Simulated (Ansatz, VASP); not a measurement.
AlN: VASP beside Ansatz

```
Al N
1.0
     3.34098    0.00000    0.00000
    -1.67049    2.89337    0.00000
     0.00000    0.00000    4.22235
Al N
2 2
Direct
  0.33333 0.66667 0.78818
  0.66667 0.33333 0.28818
  0.33333 0.66667 0.17645
  0.66667 0.33333 0.67645
```

Change from the starting cell: mode 4 frozen in at -0.308 Å, equal normal strain along x, y and z +0.0083.

Alike in both runs: task single point; functional PBE; k mesh 9 × 9 × 6; occupations gaussian, width 0.05 eV; no spin polarisation.

|  | VASP | Ansatz |
| --- | --- | --- |
| version | VASP 6.6.1 | Ansatz 0.2.0 |
| potentials or method | VASP PAW PBE potentials, release 64 (Al, N) | scalar-relativistic, plane waves, PAW |
| plane-wave cutoff (eV) | 520 | 520 |
| valence electrons in the cell | 16 | 16 |

Ansatz gave:

```
gap on the k mesh at the Fermi level (eV)       : 3.86
least direct gap on the mesh (eV)               : 3.86
pressure (GPa)                                  : 19.6
largest component of the traceless stress (GPa) : 68.20
rms of the force components (eV/Å)              : 3.464
```

Q: Estimate VASP's values.

A: gap on the k mesh at the Fermi level (eV): 3.86; least direct gap on the mesh (eV): 3.86; pressure (GPa): 19.6; largest component of the traceless stress (GPa): 68.54; rms of the force components (eV/Å): 3.477.

Atom by atom the forces differ by 0.013 eV/Å (rms over components). With one functional, cell and mesh, what is left measures potentials, basis and numerics.

Caveats: so large a pressure means that the cell lies far from this level's equilibrium, or that cutoff or potentials fall short (VASP); an odd mesh through Γ misses points on the zone boundary, where band edges often lie; forces of over 1 eV/Å show positions far from the minimum, so gaps and moduli don't describe the material at rest.
